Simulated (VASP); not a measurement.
# C (Fd-3m) in VASP: notebook

The runs below take C through single point, with LDA.

All numbers are computed with VASP 6.6.1; they aren't measurements. Logs are shortened: lines on timing, memory, paths and dates and some standing lists are left out, and cuts for length are marked.

## (1) The undisturbed crystal

The structure is cubic, space group Fd-3m (No. 227). Conventional cell: a = 3.567 Å, b = 3.567 Å, c = 3.567 Å, α = 90.00°, β = 90.00°, γ = 90.00°. C (site symmetry -43m) is surrounded by 4 C at 1.54 Å.

This isn't the form of C at room conditions, which is graphite.

## (2) Single point, LDA (grid = ENCUT=400 dk=0.45 cell=3x3x3 ISMEAR=0 SIGMA=0.05 LREAL=Auto EDIFF=1e-06)

INCAR reads:

```
SYSTEM = C
PREC     = Accurate       ! precision mode
ENCUT    = 400            ! plane-wave cutoff, eV
EDIFF    = 1E-6           ! SCF threshold, eV
ISMEAR   = 0              ! smearing method
SIGMA    = 0.05           ! smearing width, eV
LREAL    = Auto         
LASPH    = .True.         ! aspherical terms in the spheres
NELM     = 120            ! most SCF steps
ALGO     = Fast           ! electronic algorithm
ISIF     = 2              ! what is computed and relaxed
LWAVE    = .False.        ! write WAVECAR
LCHARG   = .False.        ! write CHGCAR
GGA      = CA             ! functional
NBANDS   = 123            ! bands
NCORE    = 1            
KPAR     = 2
```

KPOINTS reads:

```
Automatic mesh
0
Gamma
  3 3 3
  0 0 0
```

POSCAR reads:

```
C
1.0
    0.0000000000      5.3501100000      5.3501100000
    5.3501100000      0.0000000000      5.3501100000
    5.3501100000      5.3501100000      0.0000000000
C
53
Direct
    0.2500000000      0.2500000000      0.5833333333
    0.2500000000      0.2500000000      0.9166666667
    0.2500000000      0.5833333333      0.2500000000
    0.2500000000      0.5833333333      0.5833333333
    0.2500000000      0.5833333333      0.9166666667
    0.2500000000      0.9166666667      0.2500000000
    0.2500000000      0.9166666667      0.5833333333
    0.2500000000      0.9166666667      0.9166666667
    0.5833333333      0.2500000000      0.2500000000
    0.5833333333      0.2500000000      0.5833333333
    0.5833333333      0.2500000000      0.9166666667
    0.5833333333      0.5833333333      0.2500000000
    0.5833333333      0.5833333333      0.5833333333
    0.5833333333      0.5833333333      0.9166666667
    0.5833333333      0.9166666667      0.2500000000
    0.5833333333      0.9166666667      0.5833333333
    0.5833333333      0.9166666667      0.9166666667
    0.9166666667      0.2500000000      0.2500000000
    0.9166666667      0.2500000000      0.5833333333
    0.9166666667      0.2500000000      0.9166666667
    0.9166666667      0.5833333333      0.2500000000
    0.9166666667      0.5833333333      0.5833333333
    0.9166666667      0.5833333333      0.9166666667
    0.9166666667      0.9166666667      0.2500000000
    0.9166666667      0.9166666667      0.5833333333
    0.9166666667      0.9166666667      0.9166666667
    0.1666666667      0.1666666667      0.1666666667
    0.1666666667      0.1666666667      0.5000000000
    0.1666666667      0.1666666667      0.8333333333
    0.1666666667      0.5000000000      0.1666666667
    0.1666666667      0.5000000000      0.5000000000
    0.1666666667      0.5000000000      0.8333333333
    0.1666666667      0.8333333333      0.1666666667
    0.1666666667      0.8333333333      0.5000000000
    0.1666666667      0.8333333333      0.8333333333
    0.5000000000      0.1666666667      0.1666666667
    0.5000000000      0.1666666667      0.5000000000
    0.5000000000      0.1666666667      0.8333333333
    0.5000000000      0.5000000000      0.1666666667
    0.5000000000      0.5000000000      0.5000000000
    0.5000000000      0.5000000000      0.8333333333
    0.5000000000      0.8333333333      0.1666666667
    0.5000000000      0.8333333333      0.5000000000
    0.5000000000      0.8333333333      0.8333333333
    0.8333333333      0.1666666667      0.1666666667
    0.8333333333      0.1666666667      0.5000000000
    0.8333333333      0.1666666667      0.8333333333
    0.8333333333      0.5000000000      0.1666666667
    0.8333333333      0.5000000000      0.5000000000
    0.8333333333      0.5000000000      0.8333333333
    0.8333333333      0.8333333333      0.1666666667
    0.8333333333      0.8333333333      0.5000000000
    0.8333333333      0.8333333333      0.8333333333
```

Potentials or basis: VASP PAW LDA potentials, release 64 (C).

Launch:

```bash
cat potpaw_LDA.64/C/POTCAR > POTCAR
mpirun -np 4 vasp_std > vasp.out
```

OUTCAR:

```text
SYSTEM = C
   PREC = Accurate
   ENCUT = 400
   EDIFF = 1E-6
   ISMEAR = 0
   LREAL = Auto
   LASPH = .True.
   NELM = 120
   ISIF = 2
   GGA = CA

 Found      4 irreducible k-points:

 Following reciprocal coordinates:
            Coordinates               Weight
  0.000000  0.000000  0.000000      1.000000
  0.333333  0.000000  0.000000      8.000000
  0.333333  0.333333  0.000000      6.000000
 -0.333333  0.333333  0.000000     12.000000
   k-points           NKPTS =      4   k-points in BZ     NKDIM =      4   number of bands    NBANDS=    124
   number of dos      NEDOS =    301   number of ions     NIONS =     53
   total plane-waves  NPLWV = 125000
   dimension x,y,z NGX =    50 NGY =   50 NGZ =   50
   dimension x,y,z NGXF=   100 NGYF=  100 NGZF=  100
   ions per type =              53
   NGX,Y,Z   is equivalent  to a cutoff of  10.99, 10.99, 10.99 a.u.
   NGXF,Y,Z  is equivalent  to a cutoff of  21.97, 21.97, 21.97 a.u.
 SYSTEM =  C
   PREC   = accura    normal or accurate (medium, high low for compatibility)
   ISTART =      0    job   : 0-new  1-cont  2-samecut
   ICHARG =      2    charge: 1-file 2-atom 10-const
   ISPIN  =      1    spin polarized calculation?
   LNONCOLLINEAR =      F non collinear calculations
   LSORBIT =      F    spin-orbit coupling
   LASPH  =      T    aspherical Exc in radial PAW
   ENCUT  =  400.0 eV  29.40 Ry    5.42 a.u.  12.34 12.34 12.34*2*pi/ulx,y,z
   NELM   =    120;   NELMIN=  2; NELMDL= -5     # of ELM steps
   EDIFF  = 0.1E-05   stopping-criterion for ELM
   LREAL  =      T    real-space projection
   EDIFFG = 0.1E-04   stopping-criterion for IOM
   NSW    =      0    number of steps for IOM
   IBRION =     -1    ionic relax: 0-MD 1-quasi-New 2-CG
   NFREE  =      0    steps in history (QN), initial steepest desc. (CG)
   ISIF   =      2    stress and relaxation
   ISYM   =      2    0-nonsym 1-usesym 2-fastsym
   POTIM  = 0.5000    time-step for ionic-motion
   TEBEG  =    0.0;   TEEND  =   0.0 temperature during run
   PSTRESS=    0.0 pullay stress
   NELECT =     212.0000    total number of electrons
   NUPDOWN=      -1.0000    fix difference up-down
   EMIN   =  10.00;   EMAX   =-10.00  energy-range for DOS
   EFERMI =   0.00;   METHOD = LEGACY
   ISMEAR =     0;   SIGMA  =   0.05  broadening in eV -4-tet -1-fermi 0-gaus
   EFERMI_NEDOS =   21; number of points for ismear=-14 and -15
   IALGO  =     68    algorithm
   IMIX   =      4    mixing-type and parameters
     AMIX     =   0.40;   BMIX     =  1.00
     AMIX_MAG =   1.60;   BMIX_MAG =  1.00
  volume/ion in A,a.u.               =       5.78        39.00
  Fermi-wavevector in a.u.,A,eV,Ry     =   1.448152  2.736610 28.533370  2.097144
  Thomas-Fermi vector in A             =   2.566025
   LORBIT       =      0    0 simple, 1 ext, 2 COOP (PROOUT), +10 PAW based schemes
   GGA     = CA    functional components
   LHFCALC =     F    Hartree Fock is set to
   AEXX    =    0.0000 exact exchange contribution
   IVDW    =     0    specifies the selected vdW correction
   LEPSILON=     F    determine dielectric tensor
   LRPA    =     F    only Hartree local field effects (RPA)
 non-spin polarized calculation
 RMM-DIIS sequential band-by-band and
 Gauss-broadening in eV      SIGMA  =   0.05
  energy-cutoff  :      400.00
  volume of cell :      306.28
 maximum number of plane-waves:      5601
 NGX is ok and might be reduce to    50
   NGX = 25   NGY = 25   NGZ = 25

 number of electron     211.9999998 magnetization

 Free energy of the ion-electron system (eV)
  ---------------------------------------------------
  ext. energy  EPLUGINS =         0.00000000
  ---------------------------------------------------
  free energy    TOTEN  =      -529.26189523 eV

  energy without entropy =     -529.25707707  energy(sigma->0) =     -529.25948615

 E-fermi :  10.6565     XC(G=0): -13.4080

 val. band max:       10.3961460005   @ k =   0.3333   0.3333   0.0000
 cond. band min:      10.7053799515   @ k =  -0.3333   0.3333   0.0000
 fundamental gap:      0.3092339510
 Fermi energy:        10.6564837253

 k-point     1 :       0.0000    0.0000    0.0000
  band No.  band energies     occupation
      1     -11.7851      2.00000
      2      -8.9265      2.00000
      3      -8.9055      2.00000
      4      -8.9055      2.00000
      5      -8.9055      2.00000
      6      -8.7627      2.00000
[... 110 lines left out ...]
    117      15.1822      0.00000
    118      15.7186      0.00000

 k-point     2 :       0.3333    0.0000    0.0000
  band No.  band energies     occupation
      1     -11.4543      2.00000
      2     -10.4381      2.00000
      3      -9.1671      2.00000
      4      -9.1671      2.00000
      5      -9.1039      2.00000
      6      -8.8081      2.00000
[... 110 lines left out ...]
    117      15.2829      0.00000
    118      15.8838      0.00000

 k-point     3 :       0.3333    0.3333    0.0000
  band No.  band energies     occupation
      1     -11.3431      2.00000
      2     -10.0443      2.00000
      3      -9.7871      2.00000
      4      -9.7065      2.00000
      5      -9.7065      2.00000
      6      -9.2429      2.00000
[... 110 lines left out ...]
    117      16.1187      0.00000
    118      16.1294      0.00000

 k-point     4 :      -0.3333    0.3333    0.0000
  band No.  band energies     occupation
      1     -10.9258      2.00000
      2     -10.6407      2.00000
      3     -10.4289      2.00000
      4      -9.5947      2.00000
      5      -9.4193      2.00000
      6      -8.2140      2.00000
[... 110 lines left out ...]
    117      15.8703      0.00000
    118      15.9420      0.00000
 [bands above 118 left out]

------------------------ aborting loop because EDIFF is reached ----------------------------------------

  FORCE on cell =-STRESS in cart. coord.  units (eV):
  Direction    XX          YY          ZZ          XY          YZ          ZX
  --------------------------------------------------------------------------------------
  -------------------------------------------------------------------------------------
  Total      -32.1704564    -32.1704564    -32.1704564      0.0000000      0.0000000     -0.0000000
  in kB     -168.2866536   -168.2866536   -168.2866536      0.0000000      0.0000000     -0.0000000
  external PRESSURE =    -168.2866536 kB  Pullay stress =       0.0000000 kB

 VOLUME and BASIS-vectors are now :
 -----------------------------------------------------------------------------
  energy-cutoff  :      400.00
  volume of cell :      306.28
      direct lattice vectors                 reciprocal lattice vectors
     0.000000000  5.350110000  5.350110000    -0.093456022  0.093456022  0.093456022
     5.350110000  0.000000000  5.350110000     0.093456022 -0.093456022  0.093456022
     5.350110000  5.350110000  0.000000000     0.093456022  0.093456022 -0.093456022

 POSITION                                       TOTAL-FORCE (eV/Angst)
 -----------------------------------------------------------------------------------
      4.45842      4.45842      2.67505        -0.958871     -0.958871      0.429119
      6.24180      6.24180      2.67505         0.958871      0.958871      0.429119
      4.45842      2.67505      4.45842        -0.958871      0.429119     -0.958871
      6.24179      4.45842      4.45842         0.046947     -0.046947     -0.046947
      8.02516      6.24180      4.45842        -0.429119      0.958871     -0.958871
      6.24180      2.67505      6.24180         0.958871      0.429119      0.958871
[... 45 lines left out ...]
      7.13348      7.13348      8.91685         0.038901      0.038901     -0.038901
      8.91685      8.91685      8.91685        -0.038901     -0.038901     -0.038901
 -----------------------------------------------------------------------------------
    total drift:                                0.000000      0.000000      0.000000

  FREE ENERGIE OF THE ION-ELECTRON SYSTEM (eV)
  ---------------------------------------------------
  free  energy   TOTEN  =      -529.2618952270 eV

  energy  without entropy=     -529.2570770701  energy(sigma->0) =     -529.25948615
```

It took 98 s on 4 MPI ranks of Intel Xeon Platinum 8375C at 2.90GHz (Ice Lake), shared host; peak memory 0.25 GiB.

The run converged, but some of its settings lie outside the range that counts as converged, so its numbers aren't taken as properties of the crystal.

Results:

- Free energy: -529.2619 eV
- Largest force: 3.062 eV/Å
- Band gap on the k mesh: none (metal or under the smearing width)

Caveat: the cutoff is under 1.25 times the usual one of these potentials, so pressure, stress and relaxed cells hold a basis-set (Pulay) error.

## (3) Single point, LDA (grid = ENCUT=400 dk=0.6 cell=3x3x3 ISMEAR=0 SIGMA=0.05 LREAL=Auto EDIFF=1e-06)

INCAR is that of step 2.

KPOINTS reads:

```
Automatic mesh
0
Gamma
  2 2 2
  0 0 0
```

POSCAR is that of step 2.

Potentials or basis: VASP PAW LDA potentials, release 64 (C).

Launch:

```bash
cat potpaw_LDA.64/C/POTCAR > POTCAR
mpirun -np 4 vasp_std > vasp.out
```

OUTCAR:

```text
SYSTEM = C
   PREC = Accurate
   ENCUT = 400
   EDIFF = 1E-6
   ISMEAR = 0
   LREAL = Auto
   LASPH = .True.
   NELM = 120
   ISIF = 2
   GGA = CA

 Found      3 irreducible k-points:

 Following reciprocal coordinates:
            Coordinates               Weight
  0.000000  0.000000  0.000000      1.000000
  0.500000  0.000000  0.000000      4.000000
  0.500000  0.500000  0.000000      3.000000
   k-points           NKPTS =      3   k-points in BZ     NKDIM =      3   number of bands    NBANDS=    124
   number of dos      NEDOS =    301   number of ions     NIONS =     53
[... 444 lines left out ...]
  Total      -32.4346168    -32.4346168    -32.4346168      0.0000000     -0.0000000     -0.0000000
  in kB     -169.6685013   -169.6685013   -169.6685013      0.0000000     -0.0000000     -0.0000000
  external PRESSURE =    -169.6685013 kB  Pullay stress =       0.0000000 kB

 VOLUME and BASIS-vectors are now :
 -----------------------------------------------------------------------------
  energy-cutoff  :      400.00
  volume of cell :      306.28
      direct lattice vectors                 reciprocal lattice vectors
     0.000000000  5.350110000  5.350110000    -0.093456022  0.093456022  0.093456022
     5.350110000  0.000000000  5.350110000     0.093456022 -0.093456022  0.093456022
     5.350110000  5.350110000  0.000000000     0.093456022  0.093456022 -0.093456022

 POSITION                                       TOTAL-FORCE (eV/Angst)
 -----------------------------------------------------------------------------------
      4.45842      4.45842      2.67505        -0.948063     -0.948063      0.446535
      6.24180      6.24180      2.67505         0.948063      0.948063      0.446535
      4.45842      2.67505      4.45842        -0.948063      0.446535     -0.948063
      6.24179      4.45842      4.45842         0.045713     -0.045713     -0.045713
      8.02516      6.24180      4.45842        -0.446535      0.948063     -0.948063
      6.24180      2.67505      6.24180         0.948063      0.446535      0.948063
[... 45 lines left out ...]
      7.13348      7.13348      8.91685         0.041589      0.041589     -0.041589
      8.91685      8.91685      8.91685        -0.041589     -0.041589     -0.041589
 -----------------------------------------------------------------------------------
    total drift:                                0.000000      0.000000      0.000000

  FREE ENERGIE OF THE ION-ELECTRON SYSTEM (eV)
  ---------------------------------------------------
  free  energy   TOTEN  =      -529.2803693466 eV

  energy  without entropy=     -529.2671189995  energy(sigma->0) =     -529.27374417
```

Wall time 79 s (4 MPI ranks of Intel Xeon Platinum 8375C at 2.90GHz (Ice Lake), shared host); peak memory 0.25 GiB.

These settings aren't checked as converged: the numbers below hold their error.

Results:

| Property | Result |
| --- | --- |
| Free energy | -529.2804 eV |
| Largest force | 2.972 eV/Å |
| Band gap on the k mesh | none (metal or under the smearing width) |

Caveat: the k mesh is coarse (spacing up to 0.51 Å⁻¹), so the values aren't converged; the cutoff is under 1.25 times the usual one of these potentials, so pressure, stress and relaxed cells hold a basis-set (Pulay) error.

(Part 1 of 2 ends here.)
